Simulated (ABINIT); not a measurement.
AlN:

```
Al N
1.0
     0.00000    2.18399    2.18399
     2.18399    0.00000    2.18399
     2.18399    2.18399    0.00000
Al N
1 1
Cartesian
  0.0000 0.0000 0.0000
  1.0920 1.0920 1.0920
```

Measurements of this composition are mostly on another form, of space group No. 186.

| Item | Value |
| --- | --- |
| Program | ABINIT 10.8.3 (patched build) |
| Task | relaxation of cell and atoms |
| Functional | LDA |
| Potentials or basis | PseudoDojo NC SR LDA v0.4.1 standard |
| Cutoff | 1143 eV |
| k mesh | 8 × 8 × 8 |
| Occupations | fermi-dirac, width 0.05 eV |
| Spin | no spin polarisation |

At the start: pressure -4.8 GPa; volume 10.42 Å³/atom.

Where does the relaxation end?

Over 4 steps the energy falls by 3.8 meV/atom and the volume is 10.17 Å³/atom (-2.4 %); space group F-43m (No. 216, to 0.05 Å).

The path:
```
step  energy change (eV)  largest force (eV/Å)  pressure (GPa)  volume (Å³)
   1              0.0000                0.0000           -4.80        20.83
   2             -0.0064                0.0000           -1.90        20.53
   3             -0.0075                0.0000            0.05        20.34
   4             -0.0075                0.0000            0.00        20.34
```

Final structure:
```
Al N
1.0
     0.00000    2.16664    2.16664
     2.16664    0.00000    2.16664
     2.16664    2.16664    0.00000
Al N
1 1
Direct
  0.00000 0.00000 0.00000
  0.25000 0.25000 0.25000
```
